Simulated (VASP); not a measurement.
# Ge (Pm-3m) in VASP: further runs

Runs on Ge. Level: LDA. Tasks: single point.

Everything below comes from runs of VASP 6.6.1. Logs are shortened: lines on timing, memory, paths and dates and some standing lists are left out, and cuts for length are marked.

### 1 The crystal as given

It takes space group Pm-3m (No. 221, cubic). Conventional cell: a = 2.647 Å, b = 2.647 Å, c = 2.647 Å, α = 90.00°, β = 90.00°, γ = 90.00°. Around Ge (site symmetry m-3m) lie 6 Ge at 2.65 Å.

This isn't the form of Ge at room conditions, which is diamond.

### 2 Single point, LDA

Input file INCAR:

```
PREC     = Accurate       # precision mode
ENCUT    = 520            # plane-wave cutoff, eV
EDIFF    = 1E-6           # SCF threshold, eV
ISMEAR   = -1             # smearing method
SIGMA    = 0.1            # smearing width, eV
LREAL    = F              # projectors in reciprocal space
LASPH    = T              # aspherical terms in the spheres
NELM     = 80             # most SCF steps
ALGO     = Normal         # electronic algorithm
ISIF     = 2              # what is computed and relaxed
LWAVE    = F              # write WAVECAR
LCHARG   = F              # write CHGCAR
GGA      = CA             # functional
NBANDS   = 13             # bands
```

Input file KPOINTS:

```
regular mesh
0
Gamma
  19 19 19
```

Input file POSCAR:

```
Ge
1.0
    2.6466420240      0.0000000000      0.0000000000
    0.0000000000      2.6466420240      0.0000000000
    0.0000000000      0.0000000000      2.6466420240
Ge
1
Direct
    0.0000000000      0.0000000000      0.0000000000
```

Potentials or basis: VASP PAW LDA potentials, release 64 (Ge_d).

Launch:

```sh
$ cat potpaw_LDA.64/Ge_d/POTCAR > POTCAR
$ mpirun -np 1 vasp_std > vasp.out
```

OUTCAR:

```text
PREC = Accurate
   ENCUT = 520
   EDIFF = 1E-6
   ISMEAR = -1
   LREAL = F
   LASPH = T
   NELM = 80
   ISIF = 2
   GGA = CA

 ion  position               nearest neighbor table
   1  0.000  0.000  0.000-

  LATTYP: Found a simple cubic cell.
 ALAT       =     2.6466420240

  Lattice vectors:

 A1 = (   2.6466420240,   0.0000000000,   0.0000000000)
 A2 = (   0.0000000000,   2.6466420240,   0.0000000000)
 A3 = (   0.0000000000,   0.0000000000,   2.6466420240)

Analysis of symmetry for initial positions (statically):
=====================================================================
 Subroutine PRICEL returns:
 Original cell was already a primitive cell.

 Routine SETGRP: Setting up the symmetry group for a
 simple cubic supercell.

 Subroutine GETGRP returns: Found 48 space group operations
 (whereof 48 operations were pure point group operations)
 out of a pool of 48 trial point group operations.

The static configuration has the point symmetry O_h .

Analysis of symmetry for dynamics (positions and initial velocities):
=====================================================================
 Subroutine PRICEL returns:
 Original cell was already a primitive cell.

 Routine SETGRP: Setting up the symmetry group for a
 simple cubic supercell.

 Subroutine GETGRP returns: Found 48 space group operations
 (whereof 48 operations were pure point group operations)
 out of a pool of 48 trial point group operations.

The dynamic configuration has the point symmetry O_h .

 Subroutine INISYM returns: Found 48 space group operations
 (whereof 48 operations are pure point group operations),
 and found     1 'primitive' translations

----------------------------------------------------------------------------------------

                                     Primitive cell

  volume of cell :      18.5390

  direct lattice vectors                    reciprocal lattice vectors
     2.646642024  0.000000000  0.000000000     0.377837271  0.000000000  0.000000000
     0.000000000  2.646642024  0.000000000     0.000000000  0.377837271  0.000000000
     0.000000000  0.000000000  2.646642024     0.000000000  0.000000000  0.377837271

  length of vectors
     2.646642024  2.646642024  2.646642024     0.377837271  0.377837271  0.377837271

  position of ions in fractional coordinates (direct lattice)
     0.000000000  0.000000000  0.000000000

  ion indices of the primitive-cell ions
   primitive index   ion index
                 1           1

----------------------------------------------------------------------------------------

 KPOINTS: regular mesh

Automatic generation of k-mesh.
 Grid dimensions read from file:
 generate k-points for:   19   19   19

 Generating k-lattice:

  Cartesian coordinates                     Fractional coordinates (reciprocal lattice)
     0.019886172  0.000000000  0.000000000     0.052631579  0.000000000  0.000000000
     0.000000000  0.019886172  0.000000000     0.000000000  0.052631579  0.000000000
     0.000000000  0.000000000  0.019886172     0.000000000  0.000000000  0.052631579

  Length of vectors
     0.019886172  0.019886172  0.019886172

  Shift w.r.t. Gamma in fractional coordinates (k-lattice)
     0.000000000  0.000000000  0.000000000

 Subroutine IBZKPT returns following result:
 ===========================================

 Found    220 irreducible k-points:

 Following reciprocal coordinates:
            Coordinates               Weight
  0.000000  0.000000  0.000000      1.000000
  0.052632  0.000000  0.000000      6.000000
  0.105263  0.000000  0.000000      6.000000
  0.157895  0.000000  0.000000      6.000000
  0.210526  0.000000  0.000000      6.000000
  0.263158  0.000000  0.000000      6.000000
[... 16 lines left out ...]
  0.263158  0.105263  0.000000     24.000000
  0.315789  0.105263  0.000000     24.000000
 [... further k-points ...]
   k-points           NKPTS =    220   k-points in BZ     NKDIM =    220   number of bands    NBANDS=     13
   number of dos      NEDOS =    301   number of ions     NIONS =      1
   total plane-waves  NPLWV =   8000
   dimension x,y,z NGX =    20 NGY =   20 NGZ =   20
   dimension x,y,z NGXF=    40 NGYF=   40 NGZF=   40
   ions per type =               1
   NGX,Y,Z   is equivalent  to a cutoff of  12.56, 12.56, 12.56 a.u.
   NGXF,Y,Z  is equivalent  to a cutoff of  25.13, 25.13, 25.13 a.u.
 SYSTEM =  unknown system
   PREC   = accura    normal or accurate (medium, high low for compatibility)
   ISTART =      0    job   : 0-new  1-cont  2-samecut
   ICHARG =      2    charge: 1-file 2-atom 10-const
   ISPIN  =      1    spin polarized calculation?
   LNONCOLLINEAR =      F non collinear calculations
   LSORBIT =      F    spin-orbit coupling
   LASPH  =      T    aspherical Exc in radial PAW
   ENCUT  =  520.0 eV  38.22 Ry    6.18 a.u.   4.92  4.92  4.92*2*pi/ulx,y,z
   NELM   =     80;   NELMIN=  2; NELMDL= -5     # of ELM steps
   EDIFF  = 0.1E-05   stopping-criterion for ELM
   LREAL  =      F    real-space projection
[... 7 lines left out ...]
   TEBEG  =    0.0;   TEEND  =   0.0 temperature during run
   PSTRESS=    0.0 pullay stress
   NELECT =      14.0000    total number of electrons
   NUPDOWN=      -1.0000    fix difference up-down
   EMIN   =  10.00;   EMAX   =-10.00  energy-range for DOS
   EFERMI =   0.00;   METHOD = LEGACY
   ISMEAR =    -1;   SIGMA  =   0.10  broadening in eV -4-tet -1-fermi 0-gaus
   EFERMI_NEDOS =   21; number of points for ismear=-14 and -15
   IALGO  =     38    algorithm
   IMIX   =      4    mixing-type and parameters
     AMIX     =   0.40;   BMIX     =  1.00
     AMIX_MAG =   1.60;   BMIX_MAG =  1.00
  volume/ion in A,a.u.               =      18.54       125.11
  Fermi-wavevector in a.u.,A,eV,Ry     =   1.490810  2.817222 30.239146  2.222515
  Thomas-Fermi vector in A             =   2.603545
   LORBIT       =      0    0 simple, 1 ext, 2 COOP (PROOUT), +10 PAW based schemes
   GGA     = CA    functional components
   LHFCALC =     F    Hartree Fock is set to
   AEXX    =    0.0000 exact exchange contribution
   IVDW    =     0    specifies the selected vdW correction
   LEPSILON=     F    determine dielectric tensor
   LRPA    =     F    only Hartree local field effects (RPA)
 non-spin polarized calculation
  energy-cutoff  :      520.00
  volume of cell :       18.54
 maximum number of plane-waves:       515
 NGX is ok and might be reduce to    20
   NGX =  9   NGY =  9   NGZ =  9

 number of electron      14.0000004 magnetization

 Free energy of the ion-electron system (eV)
  ---------------------------------------------------
  ext. energy  EPLUGINS =         0.00000000
  ---------------------------------------------------
  free energy    TOTEN  =        -5.00543871 eV

  energy without entropy =       -4.98990395  energy(sigma->0) =       -4.99767133

 E-fermi :   6.3675     XC(G=0): -11.5581

 val. band max:        6.3618519297   @ k =   0.2632   0.1579   0.1579
 cond. band min:       6.3770505038   @ k =   0.3158   0.2632   0.2632
 fundamental gap:      0.0151985740
 Fermi energy:         6.3674856038

 k-point     1 :       0.0000    0.0000    0.0000
  band No.  band energies     occupation
      1     -18.4165      2.00000
      2     -18.4165      2.00000
      3     -18.1167      2.00000
      4     -18.1167      2.00000
      5     -18.1167      2.00000
      6      -6.9183      2.00000
      7      13.3118      0.00000
      8      13.3118      0.00000
      9      13.3118      0.00000
     10      16.8077      0.00000
     11      16.8077      0.00000
     12      19.5502      0.00000
     13      36.0205      0.00000

 k-point     2 :       0.0526    0.0000    0.0000
  band No.  band energies     occupation
      1     -18.4161      2.00000
      2     -18.4103      2.00000
      3     -18.1188      2.00000
      4     -18.1188      2.00000
      5     -18.1165      2.00000
      6      -6.8610      2.00000
      7      12.3779      0.00000
      8      13.3678      0.00000
      9      13.3678      0.00000
     10      16.8582      0.00000
     11      17.5567      0.00000
     12      19.8802      0.00000
     13      34.4629      0.00000

 k-point     3 :       0.1053    0.0000    0.0000
  band No.  band energies     occupation
      1     -18.4147      2.00000
      2     -18.3921      2.00000
      3     -18.1250      2.00000
      4     -18.1250      2.00000
      5     -18.1160      2.00000
      6      -6.6892      2.00000
      7      10.6642      0.00000
      8      13.5340      0.00000
      9      13.5340      0.00000
     10      17.0094      0.00000
     11      18.4394      0.00000
     12      21.1413      0.00000
     13      32.5052      0.00000

 k-point     4 :       0.1579    0.0000    0.0000
  band No.  band energies     occupation
      1     -18.4127      2.00000
      2     -18.3641      2.00000
      3     -18.1346      2.00000
      4     -18.1346      2.00000
      5     -18.1152      2.00000
      6      -6.4034      2.00000
      7       8.8540      0.00000
      8      13.8059      0.00000
      9      13.8059      0.00000
     10      17.2601      0.00000
     11      18.9366      0.00000
     12      23.1478      0.00000
     13      30.6578      0.00000

 k-point     5 :       0.2105    0.0000    0.0000
  band No.  band energies     occupation
      1     -18.4101      2.00000
      2     -18.3294      2.00000
      3     -18.1464      2.00000
      4     -18.1464      2.00000
      5     -18.1142      2.00000
      6      -6.0051      2.00000
      7       7.0903      0.00145
      8      14.1743      0.00000
      9      14.1743      0.00000
     10      17.6083      0.00000
     11      19.3616      0.00000
     12      25.3605      0.00000
     13      28.9381      0.00000
[... 257 lines left out ...]
 k-point    22 :       0.2105    0.1053    0.0000
  band No.  band energies     occupation
      1     -18.3931      2.00000
      2     -18.3196      2.00000
      3     -18.1563      2.00000
      4     -18.1456      2.00000
      5     -18.1224      2.00000
      6      -5.7766      2.00000
      7       7.2965      0.00018
      8      11.5855      0.00000
      9      14.3968      0.00000
     10      18.5719      0.00000
     11      21.4299      0.00000
     12      24.7193      0.00000
     13      26.6230      0.00000

 k-point    23 :       0.2632    0.1053    0.0000
  band No.  band energies     occupation
      1     -18.3899      2.00000
      2     -18.2819      2.00000
      3     -18.1699      2.00000
      4     -18.1584      2.00000
      5     -18.1213      2.00000
      6      -5.2700      2.00000
      7       5.6331      1.99871
      8      12.0430      0.00000
      9      14.8467      0.00000
     10      19.0193      0.00000
     11      21.5584      0.00000
     12      24.1922      0.00000
     13      27.5740      0.00000

 k-point    24 :       0.3158    0.1053    0.0000
  band No.  band energies     occupation
      1     -18.3870      2.00000
      2     -18.2453      2.00000
      3     -18.1830      2.00000
      4     -18.1709      2.00000
      5     -18.1202      2.00000
      6      -4.6640      2.00000
      7       4.0862      2.00000
      8      12.5741      0.00000
      9      15.3519      0.00000
     10      19.5283      0.00000
     11      21.2399      0.00000
     12      23.7127      0.00000
     13      26.1670      0.00000

 [... further k-points ...]

------------------------ aborting loop because EDIFF is reached ----------------------------------------

  FORCE on cell =-STRESS in cart. coord.  units (eV):
  Direction    XX          YY          ZZ          XY          YZ          ZX
  --------------------------------------------------------------------------------------
  -------------------------------------------------------------------------------------
  Total       -0.0068857     -0.0068857     -0.0068857      0.0000000      0.0000000     -0.0000000
  in kB       -0.5950731     -0.5950731     -0.5950731      0.0000000      0.0000000     -0.0000000
  external PRESSURE =      -0.5950731 kB  Pullay stress =       0.0000000 kB

 VOLUME and BASIS-vectors are now :
 -----------------------------------------------------------------------------
  energy-cutoff  :      520.00
  volume of cell :       18.54
      direct lattice vectors                 reciprocal lattice vectors
     2.646642024  0.000000000  0.000000000     0.377837271  0.000000000  0.000000000
     0.000000000  2.646642024  0.000000000     0.000000000  0.377837271  0.000000000
     0.000000000  0.000000000  2.646642024     0.000000000  0.000000000  0.377837271

 POSITION                                       TOTAL-FORCE (eV/Angst)
 -----------------------------------------------------------------------------------
      0.00000      0.00000      0.00000         0.000000      0.000000      0.000000
 -----------------------------------------------------------------------------------
    total drift:                                0.000000      0.000000      0.000000

  FREE ENERGIE OF THE ION-ELECTRON SYSTEM (eV)
  ---------------------------------------------------
  free  energy   TOTEN  =        -5.0054387060 eV

  energy  without entropy=       -4.9899039489  energy(sigma->0) =       -4.99767133
```

Run time: 16 s. Hardware: 1 thread of Intel Xeon Platinum 8488C (Sapphire Rapids), shared host; peak memory 0.15 GiB.

Results:

| Item | Value |
| --- | --- |
| Free energy | -5.0054 eV |
| Pressure | -0.1 GPa |
| Band gap on the k mesh | none (metal or under the smearing width) |

### 3 Single point, LDA, non-collinear spin, zero start, spin-orbit coupling

Input file INCAR:

```
SYSTEM = Ge
  PREC = Accurate
  ENCUT = 520
  EDIFF = 1E-6
  ISMEAR = -1
  SIGMA = 0.1
  LREAL = .False.
  LASPH = .True.
  NELM = 150
  ALGO = Fast
  ISIF = 2
  LWAVE = .False.
  LCHARG = .False.
  MAGMOM = 0 0 0
  LORBIT = 11
  LSORBIT = .True.
  GGA_COMPAT = .False.
  LORBMOM = .True.
  GGA = CA
  NBANDS = 25
```

Input file KPOINTS:

```
regular mesh
0
Gamma
  12 12 12
  0 0 0
```

POSCAR is that of step 2.

Potentials or basis: VASP PAW LDA potentials, release 64 (Ge_d).

Launch:

```sh
$ cat potpaw_LDA.64/Ge_d/POTCAR > POTCAR
$ mpirun -np 1 vasp_ncl > vasp.out
```

Wall time 33 s (1 thread of Intel Xeon Platinum 8488C (Sapphire Rapids), shared host); peak memory 0.17 GiB.

Results (log left out):

| Property | Result |
| --- | --- |
| Free energy | -4.9991 eV |
| Pressure | -0.1 GPa |
| Net moment | 0.00 μB per cell |
| Valence electrons inside the program's atomic spheres | Ge 12.33 |

Moments on the atoms (μB; x, y, z):
```
Ge  0.00 0.00 0.00
```

### 4 Single point, LDA

This run uses another cell than the first one, of 20.02 Å³/atom, 1.080 times its volume.

Input file INCAR:

```
ALGO = Normal
EDIFF = 1E-6
ENCUT = 520
ISIF = 2
ISMEAR = -1
LASPH = T
LCHARG = F
LREAL = F
LWAVE = F
NBANDS = 13
NELM = 60
PREC = Accurate
SIGMA = 0.1
```

Input file KPOINTS:

```
k-points
0
Gamma
  13 13 13
```

Input file POSCAR:

```
Ge
1.0
    2.7154165203      0.0000000000      0.0000000000
    0.0000000000      2.7154165203      0.0000000000
    0.0000000000      0.0000000000      2.7154165203
Ge
1
Direct
    0.0000000000      0.0000000000      0.0000000000
```

Launch:

```sh
$ cat potpaw_LDA.64/Ge_d/POTCAR > POTCAR
$ mpirun -np 1 vasp_std > vasp.out
```

It took 6.9 s on 1 thread of Intel Xeon Platinum 8488C (Sapphire Rapids), shared host; peak memory 0.13 GiB.

The run converged. Its results:

- Free energy: -4.9853 eV
- Pressure: -5.3 GPa
- Band gap on the k mesh: none (metal or under the smearing width)

Levels at points of the mesh, in eV from the Fermi level:
```csv
k point,band 4,band 5,band 6,band 7,band 8,band 9,band 10,band 11
"(0.00, 0.00, 0.00)",-24.55,-24.55,-12.74,6.44,6.44,6.44,10.06,10.06
```

### 5 Single point, LDA

This run uses another cell than the first one, of 16.31 Å³/atom, 0.880 times its volume.

Input file INCAR:

```
SYSTEM = Ge
PREC = Accurate
ENCUT = 520
EDIFF = 1E-6
ISMEAR = -1
SIGMA = 0.1
LREAL = .FALSE.
LASPH = .TRUE.
NELM = 60
ALGO = Normal
ISIF = 2
LWAVE = .FALSE.
LCHARG = .TRUE.
LELF = .TRUE.
LVHAR = .TRUE.
NBANDS = 13
```

Input file KPOINTS:

```
Automatic mesh
0
G
  13 13 13
  0 0 0
```

Input file POSCAR:

```
Ge
1.0
    2.5362346297      0.0000000000      0.0000000000
    0.0000000000      2.5362346297      0.0000000000
    0.0000000000      0.0000000000      2.5362346297
Ge
1
Direct
    0.0000000000      0.0000000000      0.0000000000
```

Launch:

```sh
$ cat potpaw_LDA.64/Ge_d/POTCAR > POTCAR
$ mpirun -np 1 vasp_std > vasp.out
```

Wall time 7.1 s (1 thread of Intel Xeon Platinum 8488C (Sapphire Rapids), shared host); peak memory 0.13 GiB.

It converged, with:

```
Free energy            : -4.9195 eV
Pressure               : 14.5 GPa
Band gap on the k mesh : none (metal or under the smearing width)
```

Levels at points of the mesh, in eV from the Fermi level:
| k point | band 3 | band 4 | band 5 | band 6 | band 7 | band 8 | band 9 | band 10 | band 11 | band 12 |
| --- | --- | --- | --- | --- | --- | --- | --- | --- | --- | --- |
| (0.00, 0.00, 0.00) | -24.67 | -24.67 | -24.67 | -14.58 | 7.54 | 7.54 | 7.54 | 10.85 | 10.85 | 14.50 |

### 6 The runs side by side

```csv
spin,cell,k mesh,gap on the mesh (eV),pressure (GPa)
off,"Pm-3m, 18.54 Å³/atom",19 × 19 × 19,none,-0.1
"non-collinear, zero start, SOC","Pm-3m, 18.54 Å³/atom",12 × 12 × 12,-,-0.1
off,"Pm-3m, 20.02 Å³/atom",13 × 13 × 13,none,-5.3
off,"Pm-3m, 16.31 Å³/atom",13 × 13 × 13,none,14.5
```

Alike in all rows: task single point; level LDA; potentials or basis VASP PAW LDA potentials, release 64 (Ge_d); cutoff (eV) 520; smearing fermi-dirac 0.1 eV.

Every run on the cell as given and a fine mesh finds a metal.

Total energies depend on the potentials used, so only differences within one code and one set of settings carry meaning.
